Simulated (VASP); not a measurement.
# MoSe2 (P6_3/mmc) in VASP: a series of runs

One crystal, MoSe2, is run at these levels: PBEsol; tasks: relaxation of shape and atoms at fixed volume.

Everything below comes from runs of VASP 6.6.1. Logs are shortened: lines on timing, memory, paths and dates and some standing lists are left out, and cuts for length are marked.

### Step 1. The structure

Symmetry: P6_3/mmc, No. 194, hexagonal system. The conventional cell has a = 3.271 Å, b = 3.271 Å, c = 13.140 Å, α = 90.00°, β = 90.00°, γ = 120.00°. Around Mo (site symmetry -6m2) lie 6 Se at 2.52 Å. Se (site symmetry 3m) has 3 Mo at 2.52 Å as nearest neighbours.

### Step 2. Relaxation of shape and atoms at fixed volume, PBEsol (a relaxed cell with its volume scaled by 0.94)

File INCAR:

```
SYSTEM = MoSe2
ALGO = Normal ; EDIFF = 1E-7
EDIFFG = -0.01 ; ENCUT = 600
GGA = PS ; IBRION = 2
ISIF = 4 ; ISMEAR = 0
KPAR = 2 ; LASPH = .TRUE.
LCHARG = .FALSE. ; LREAL = .FALSE.
LWAVE = .FALSE. ; NELM = 80
NSW = 40 ; PREC = Accurate
SIGMA = 0.03
```

File KPOINTS:

```
k-points
0
G
  9 9 2
  0 0 0
```

File POSCAR:

```
MoSe2                                   
1.0
    3.2041005334      0.0000000000     -0.0000000000
   -1.6020502667      2.7748324582      0.0000000000
    0.0000000000     -0.0000000000     12.8716899061
  Mo              Se            
     2     4
Direct
     0.3333333332999970    0.6666666667000030    0.2500000000000000
     0.6666666667000030    0.3333333332999970    0.7500000000000000
     0.3333333332999970    0.6666666667000030    0.6231807473536600
     0.6666666667000030    0.3333333332999970    0.1231807473536603
     0.3333333332999970    0.6666666667000030    0.8768192526463400
     0.6666666667000030    0.3333333332999970    0.3768192526463398
```

Potentials or basis: VASP PAW PBE potentials, release 64 (Mo_sv, Se).

The run is started by

```console
$ cat potpaw_PBE.64/Mo_sv/POTCAR potpaw_PBE.64/Se/POTCAR > POTCAR
$ mpirun -np 2 vasp_std > vasp.out
```

OUTCAR:

```text
SYSTEM = MoSe2
   EDIFF = 1E-7
   EDIFFG = -0.01
   ENCUT = 600
   GGA = PS
   IBRION = 2
   ISIF = 4
   ISMEAR = 0
   LASPH = .TRUE.
   LREAL = .FALSE.
   NELM = 80
   NSW = 40
   PREC = Accurate

 ion  position               nearest neighbor table
   1  0.333  0.667  0.250-   4 2.47   6 2.47   4 2.47   6 2.47   4 2.47   6 2.47
   2  0.667  0.333  0.750-   3 2.47   5 2.47   3 2.47   5 2.47   3 2.47   5 2.47
   3  0.333  0.667  0.623-   2 2.47   2 2.47   2 2.47
   4  0.667  0.333  0.123-   1 2.47   1 2.47   1 2.47
   5  0.333  0.667  0.877-   2 2.47   2 2.47   2 2.47
   6  0.667  0.333  0.377-   1 2.47   1 2.47   1 2.47

  LATTYP: Found a hexagonal cell.
 ALAT       =     3.2041005334
 C/A-ratio  =     4.0172553177

  Lattice vectors:

 A1 = (   3.2041005334,   0.0000000000,   0.0000000000)
 A2 = (  -1.6020502667,   2.7748324582,   0.0000000000)
 A3 = (   0.0000000000,   0.0000000000,  12.8716899061)

Analysis of symmetry for initial positions (statically):
=====================================================================
 Subroutine PRICEL returns:
 Original cell was already a primitive cell.

 Routine SETGRP: Setting up the symmetry group for a
 hexagonal supercell.

 Subroutine GETGRP returns: Found 24 space group operations
 (whereof 12 operations were pure point group operations)
 out of a pool of 24 trial point group operations.

The static configuration has the point symmetry D_3d.
 The point group associated with its full space group is D_6h.

Analysis of symmetry for dynamics (positions and initial velocities):
=====================================================================
 Subroutine PRICEL returns:
 Original cell was already a primitive cell.

 Routine SETGRP: Setting up the symmetry group for a
 hexagonal supercell.

 Subroutine GETGRP returns: Found 24 space group operations
 (whereof 12 operations were pure point group operations)
 out of a pool of 24 trial point group operations.

The dynamic configuration has the point symmetry D_3d.
 The point group associated with its full space group is D_6h.

 Subroutine INISYM returns: Found 24 space group operations
 (whereof 12 operations are pure point group operations),
 and found     1 'primitive' translations

----------------------------------------------------------------------------------------

                                     Primitive cell

  volume of cell :     114.4402

  direct lattice vectors                    reciprocal lattice vectors
     3.204100533  0.000000000  0.000000000     0.312100070  0.180191059  0.000000000
    -1.602050267  2.774832458  0.000000000     0.000000000  0.360382119  0.000000000
     0.000000000  0.000000000 12.871689906     0.000000000  0.000000000  0.077689877

  length of vectors
     3.204100533  3.204100533 12.871689906     0.360382119  0.360382119  0.077689877

  position of ions in fractional coordinates (direct lattice)
     0.333333333  0.666666667  0.250000000
     0.666666667  0.333333333  0.750000000
     0.333333333  0.666666667  0.623180747
     0.666666667  0.333333333  0.123180747
     0.333333333  0.666666667  0.876819253
     0.666666667  0.333333333  0.376819253

  ion indices of the primitive-cell ions
   primitive index   ion index
                 1           1
                 2           2
                 3           3
                 4           4
                 5           5
                 6           6

----------------------------------------------------------------------------------------

 KPOINTS: k-points

Automatic generation of k-mesh.
 Grid dimensions read from file:
 generate k-points for:    9    9    2

 Generating k-lattice:

  Cartesian coordinates                     Fractional coordinates (reciprocal lattice)
     0.034677786  0.020021229  0.000000000     0.111111111 -0.000000000  0.000000000
     0.000000000  0.040042458  0.000000000     0.000000000  0.111111111  0.000000000
     0.000000000  0.000000000  0.038844938     0.000000000  0.000000000  0.500000000

  Length of vectors
     0.040042458  0.040042458  0.038844938

  Shift w.r.t. Gamma in fractional coordinates (k-lattice)
     0.000000000  0.000000000  0.000000000

 Subroutine IBZKPT returns following result:
 ===========================================

 Found     24 irreducible k-points:

 Following reciprocal coordinates:
            Coordinates               Weight
  0.000000  0.000000  0.000000      1.000000
  0.111111 -0.000000  0.000000      6.000000
  0.222222  0.000000  0.000000      6.000000
  0.333333  0.000000  0.000000      6.000000
  0.444444  0.000000  0.000000      6.000000
  0.111111  0.111111  0.000000      6.000000
[... 16 lines left out ...]
  0.333333  0.222222  0.500000     12.000000
  0.333333  0.333333  0.500000      2.000000
   k-points           NKPTS =     24   k-points in BZ     NKDIM =     24   number of bands    NBANDS=     31
   number of dos      NEDOS =    301   number of ions     NIONS =      6
   total plane-waves  NPLWV =  84672
   dimension x,y,z NGX =    28 NGY =   28 NGZ =  108
   dimension x,y,z NGXF=    56 NGYF=   56 NGZF=  216
   ions per type =               2   4
   NGX,Y,Z   is equivalent  to a cutoff of  14.53, 14.53, 13.95 a.u.
   NGXF,Y,Z  is equivalent  to a cutoff of  29.06, 29.06, 27.90 a.u.
 SYSTEM =  MoSe2
   PREC   = accura    normal or accurate (medium, high low for compatibility)
   ISTART =      0    job   : 0-new  1-cont  2-samecut
   ICHARG =      2    charge: 1-file 2-atom 10-const
   ISPIN  =      1    spin polarized calculation?
   LNONCOLLINEAR =      F non collinear calculations
   LSORBIT =      F    spin-orbit coupling
   LASPH  =      T    aspherical Exc in radial PAW
   ENCUT  =  600.0 eV  44.10 Ry    6.64 a.u.   6.40  6.40 25.71*2*pi/ulx,y,z
   NELM   =     80;   NELMIN=  2; NELMDL= -5     # of ELM steps
   EDIFF  = 0.1E-06   stopping-criterion for ELM
   LREAL  =      F    real-space projection
   EDIFFG = -.1E-01   stopping-criterion for IOM
   NSW    =     40    number of steps for IOM
   IBRION =      2    ionic relax: 0-MD 1-quasi-New 2-CG
   NFREE  =      1    steps in history (QN), initial steepest desc. (CG)
   ISIF   =      4    stress and relaxation
   ISYM   =      2    0-nonsym 1-usesym 2-fastsym
   POTIM  = 0.5000    time-step for ionic-motion
   TEBEG  =    0.0;   TEEND  =   0.0 temperature during run
   PSTRESS=    0.0 pullay stress
   NELECT =      52.0000    total number of electrons
   NUPDOWN=      -1.0000    fix difference up-down
   EMIN   =  10.00;   EMAX   =-10.00  energy-range for DOS
   EFERMI =   0.00;   METHOD = LEGACY
   ISMEAR =     0;   SIGMA  =   0.03  broadening in eV -4-tet -1-fermi 0-gaus
   EFERMI_NEDOS =   21; number of points for ismear=-14 and -15
   IALGO  =     38    algorithm
   IMIX   =      4    mixing-type and parameters
     AMIX     =   0.40;   BMIX     =  1.00
     AMIX_MAG =   1.60;   BMIX_MAG =  1.00
  volume/ion in A,a.u.               =      19.07       128.71
  Fermi-wavevector in a.u.,A,eV,Ry     =   1.258587  2.378384 21.552178  1.584040
  Thomas-Fermi vector in A             =   2.392189
   LORBIT       =      0    0 simple, 1 ext, 2 COOP (PROOUT), +10 PAW based schemes
   GGA     = PS    functional components
   LHFCALC =     F    Hartree Fock is set to
   AEXX    =    0.0000 exact exchange contribution
   IVDW    =     0    specifies the selected vdW correction
   LEPSILON=     F    determine dielectric tensor
   LRPA    =     F    only Hartree local field effects (RPA)
 conjugate gradient relaxation of ions
 non-spin polarized calculation
 Gauss-broadening in eV      SIGMA  =   0.03
  energy-cutoff  :      600.00
  volume of cell :      114.44
 maximum number of plane-waves:      3857
 NGX is ok and might be reduce to    28
   NGX = 13   NGY = 13   NGZ = 51

--------------------------------------- Ionic step        1  -------------------------------------------

 number of electron      52.0000002 magnetization

 Free energy of the ion-electron system (eV)
  ---------------------------------------------------
  ext. energy  EPLUGINS =         0.00000000
  ---------------------------------------------------
  free energy    TOTEN  =       -43.05916502 eV

  energy without entropy =      -43.05916502  energy(sigma->0) =      -43.05916502

------------------------ aborting loop because EDIFF is reached ----------------------------------------

  FORCE on cell =-STRESS in cart. coord.  units (eV):
  Direction    XX          YY          ZZ          XY          YZ          ZX
  --------------------------------------------------------------------------------------
  -------------------------------------------------------------------------------------
  Total        6.3279514      6.3279514      7.3948750      0.0000000     -0.0000000      0.0000000
  in kB       88.5921520     88.5921520    103.5292217      0.0000000     -0.0000000      0.0000000
  external PRESSURE =      93.5711752 kB  Pullay stress =       0.0000000 kB
[... 265 lines left out ...]
  energy  without entropy=      -43.2129065728  energy(sigma->0) =      -43.21290657

--------------------------------------- Ionic step        8  -------------------------------------------

 number of electron      51.9999999 magnetization

 Free energy of the ion-electron system (eV)
  ---------------------------------------------------
  ext. energy  EPLUGINS =         0.00000000
  ---------------------------------------------------
  free energy    TOTEN  =       -43.21294210 eV

  energy without entropy =      -43.21294210  energy(sigma->0) =      -43.21294210

 E-fermi :   7.3318     XC(G=0): -11.1759

 val. band max:        7.0514422387   @ k =   0.0000   0.0000   0.0000
 cond. band min:       7.8073165008   @ k =   0.2222   0.1111   0.0000
 fundamental gap:      0.7558742621
 Fermi energy:         7.3317920267

 k-point     1 :       0.0000    0.0000    0.0000
  band No.  band energies     occupation
      1     -54.0693      2.00000
      2     -54.0693      2.00000
      3     -28.2990      2.00000
      4     -28.2989      2.00000
      5     -28.0604      2.00000
      6     -28.0604      2.00000
[... 838 lines left out ...]
  FREE ENERGIE OF THE ION-ELECTRON SYSTEM (eV)
  ---------------------------------------------------
  free  energy   TOTEN  =       -43.2129420954 eV

  energy  without entropy=      -43.2129420954  energy(sigma->0) =      -43.21294210

 reached required accuracy - stopping structural energy minimisation
```

It took 4.1 min on 2 MPI ranks of AMD EPYC 9R45 (Zen 5), shared host; peak memory 0.31 GiB.

What came out:

| Item | Value |
| --- | --- |
| Free energy | -43.2129 eV |
| Energy gained by relaxing | 25.6 meV/atom |
| Ionic steps | 8 |
| Pressure after relaxing | 2.5 GPa |
| Band gap on the k mesh | 0.76 eV, indirect (least direct gap 1.53 eV) |

The path:
| step | energy change (eV) | largest force (eV/Å) | pressure (GPa) |
| --- | --- | --- | --- |
| 1 | 0.0000 | 1.0649 | 9.36 |
| 2 | -0.0989 | 0.0090 | 4.26 |
| 3 | -0.1000 | 0.0862 | 4.71 |
| 4 | -0.1400 | 0.0605 | 3.65 |
| 5 | -0.1537 | 0.0283 | 2.68 |
| 6 | -0.1537 | 0.0266 | 2.64 |
| 7 | -0.1537 | 0.0181 | 2.44 |
| 8 | -0.1538 | 0.0001 | 2.52 |

Final structure:
```xyz
6
Lattice="3.2452 0.0000 0.0000 -1.6226 2.8104 0.0000 0.0000 0.0000 12.5480" Properties=species:S:1:pos:R:3 pbc="T T T"
Mo    0.0000    1.8736    3.1370
Mo    1.6226    0.9368    9.4110
Se    0.0000    1.8736    7.7410
Se    1.6226    0.9368    1.4670
Se    0.0000    1.8736   11.0810
Se    1.6226    0.9368    4.8070
```

Caveat: the PAW data sets were made with another functional, which shifts forces and pressure a little; an odd mesh through Γ misses points on the zone boundary, where band edges often lie; this functional lacks dispersion, which binds the layers, so the pressure and a relaxed spacing across them are unreliable.

### Step 3. Relaxation of shape and atoms at fixed volume, PBEsol (a relaxed cell with its volume scaled by 0.96)

INCAR is that of step 2.

KPOINTS is that of step 2.

Changes to POSCAR since step 2:

```diff
@@ -2,5 +2,5 @@
 1.0
-    3.2041005334      0.0000000000     -0.0000000000
-   -1.6020502667      2.7748324582      0.0000000000
-    0.0000000000     -0.0000000000     12.8716899061
+    3.2266653651      0.0000000000     -0.0000000000
+   -1.6133326826      2.7943741756      0.0000000000
+    0.0000000000     -0.0000000000     12.9623385963
   Mo              Se
```

Potentials or basis: VASP PAW PBE potentials, release 64 (Mo_sv, Se).

The run is started by

```console
$ cat potpaw_PBE.64/Mo_sv/POTCAR potpaw_PBE.64/Se/POTCAR > POTCAR
$ mpirun -np 2 vasp_std > vasp.out
```

It took 3.3 min on 2 MPI ranks of AMD EPYC 9R45 (Zen 5), shared host; peak memory 0.31 GiB.

It converged, with:

| Quantity | Value |
| --- | --- |
| Free energy | -43.2434 eV |
| Energy gained by relaxing | 11.3 meV/atom |
| Ionic steps | 7 |
| Pressure after relaxing | 1.4 GPa |
| Largest force after relaxing | 0.009 eV/Å |
| Band gap on the k mesh | 0.83 eV, indirect (least direct gap 1.51 eV) |

Forces in eV/Å, atoms in the order of the input:
```
Mo   0.000  0.000  0.000
Mo   0.000  0.000  0.000
Se   0.000  0.000  0.009
Se   0.000  0.000  0.009
Se   0.000  0.000 -0.009
Se   0.000  0.000 -0.009
```

The path:
| step | energy change (eV) | largest force (eV/Å) | pressure (GPa) |
| --- | --- | --- | --- |
| 1 | 0.0000 | 0.6825 | 5.89 |
| 2 | -0.0425 | 0.0170 | 2.79 |
| 3 | -0.0427 | 0.0575 | 2.98 |
| 4 | -0.0607 | 0.0387 | 2.26 |
| 5 | -0.0679 | 0.0152 | 1.50 |
| 6 | -0.0680 | 0.0142 | 1.47 |
| 7 | -0.0680 | 0.0090 | 1.37 |

Final structure:
```cif
data_structure
_symmetry_space_group_name_H-M 'P 1'
_symmetry_Int_Tables_number 1
_cell_length_a 3.2561
_cell_length_b 3.2561
_cell_length_c 12.7293
_cell_angle_alpha 90.000
_cell_angle_beta 90.000
_cell_angle_gamma 120.000
_cell_volume 116.88
loop_
_atom_site_label
_atom_site_type_symbol
_atom_site_fract_x
_atom_site_fract_y
_atom_site_fract_z
_atom_site_occupancy
Mo1 Mo 0.33333 0.66667 0.25000 1
Mo2 Mo 0.66667 0.33333 0.75000 1
Se1 Se 0.33333 0.66667 0.61887 1
Se2 Se 0.66667 0.33333 0.11887 1
Se3 Se 0.33333 0.66667 0.88113 1
Se4 Se 0.66667 0.33333 0.38113 1
```

Levels at points of the mesh, in eV from the valence-band top:
```csv
k point,band 23,band 24,band 25,band 26,band 27,band 28,band 29,band 30
"(0.00, 0.00, 0.00)",-1.48,-1.27,-0.71,0.00,2.55,2.55,2.63,2.63
"(0.00, 0.00, 0.50)",-1.51,-1.51,-0.17,-0.17,2.56,2.56,2.56,2.56
```

Caveat: the PAW data sets were made with another functional, which shifts forces and pressure a little; an odd mesh through Γ misses points on the zone boundary, where band edges often lie; this functional lacks dispersion, which binds the layers, so the pressure and a relaxed spacing across them are unreliable.

(Part 1 of 2 ends here.)
